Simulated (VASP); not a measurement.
Runs of VASP 6.6.1 on Co. Symmetry: P6_3/mmc, No. 194, hexagonal system. Conventional cell: a = 2.472 Å, b = 2.472 Å, c = 4.021 Å, α = 90.00°, β = 90.00°, γ = 120.00°. Co (site symmetry -6m2) is surrounded by 12 Co at 2.47 Å. 

```csv
task,level,potentials or basis,spin,U,smearing,LDAUTYPE,hund's J,other keys,gap on the mesh (eV),pressure (GPa),moment (μB)
single point,PBEsol,"VASP PAW PBE potentials, release 64 (Co)","collinear, ferromagnetic start",-,gaussian 0.02 eV,-,-,-,none,(b),(a)
band structure,LDA+U,"VASP PAW LDA potentials, release 64 (Co)","collinear, ferromagnetic start","Co d U = 8 eV, J = 1.0 eV",methfessel-paxton 0.2 eV,1,1,-,-,-19.5,3.75
single point,rev-vdW-DF2+U,"VASP PAW PBE potentials, release 64 (Co)","collinear, random start","Co d U = 3.5 eV, J = 0.9 eV",gaussian 0.01 eV,1,0.9,-,none,-4.1,1.61
electron localisation function,LDA+U,"VASP PAW LDA potentials, release 64 (Co)","collinear, ferromagnetic start","Co d U = 2 eV, J = 0.5 eV",tetrahedron,1,0.5,ISMEAR = -5; SIGMA = 0.02,none,-16.2,3.27
```

Alike in all rows: cell as given; k mesh 12 × 12 × 7; cutoff (eV) 520.

Problem. Estimate the missing entries.

Solution. (a) 3.19; (b) -6.6.

Caveats: the U is typed as a test and isn't derived for this compound (some runs); the PAW data sets were made with another functional, which shifts forces and pressure a little (some runs); tetrahedron occupations give inexact forces and stress in metals (some runs).

A gap of «none» marks a metal or a gap under the smearing width.

Runs at the PBE level aren't shown here.
